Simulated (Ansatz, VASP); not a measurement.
**Hf: VASP beside Ansatz**

INCAR

```
SYSTEM = Hf
ALGO = Normal ; EDIFF = 1E-6
ENCUT = 520 ; GGA = PS
ISIF = 2 ; ISMEAR = 0
LASPH = .TRUE. ; LCHARG = .FALSE.
LREAL = .FALSE. ; LWAVE = .FALSE.
NBANDS = 11 ; NELM = 100
PREC = Accurate ; SIGMA = 0.15
```

File KPOINTS:

```
k-points
0
G
  18 18 18
  0 0 0
```

Contents of POSCAR:

```
Hf
1.0
    0.0000000000      2.0424000000      2.3976000000
    2.0424000000      0.0000000000      2.3976000000
    2.0424000000      2.0424000000      0.0000000000
Hf
1
Direct
    0.0000000000      0.0000000000      0.0000000000
```

Input for Ansatz:

```yaml
crystal:
  lattice:
    - [0.0, 2.0424, 2.3976]
    - [2.0424, 0.0, 2.3976]
    - [2.0424, 2.0424, 0.0]
  atoms:
    - { symbol: Hf, position: [0.0, 0.0, 0.0] }
basis:
  ecutwfc: 420
kpoints:
  mp_grid: { grid: [18, 18, 18] }
hamiltonian:
  xc: pbesol
scf:
  occupations: { method: gaussian, width: 0.15 }
output:
  forces: true
  stress: true
  eigenvalues: true
```

Change from the starting cell: strain -0.080 along x and y, +0.080 along z, atoms carried along.

Alike in both runs: task single point; functional PBEsol; k mesh 18 × 18 × 18; occupations gaussian, width 0.15 eV; no spin polarisation.

|  | VASP | Ansatz |
| --- | --- | --- |
| version | VASP 6.6.1 | Ansatz 0.2.0 |
| potentials or method | VASP PAW PBE potentials, release 64 (Hf_pv) | scalar-relativistic, plane waves, PAW |
| plane-wave cutoff (eV) | 520 | 420 |
| valence electrons in the cell | 10 | 26 |

```csv
,VASP,Ansatz,Ansatz less VASP
gap on the k mesh at the Fermi level (eV),none,none,-
pressure (GPa),8.4,8.8,+0.37
largest component of the traceless stress (GPa),5.63,5.56,-0.071
```

A gap of «none» marks a metal or a gap that the smearing closes. The two sets of potentials don't hold the same shells in valence.

Caveats: the PAW data sets were made with another functional, which shifts forces and pressure a little (VASP). The runs have no spin-orbit coupling, so splittings on Hf are missing.
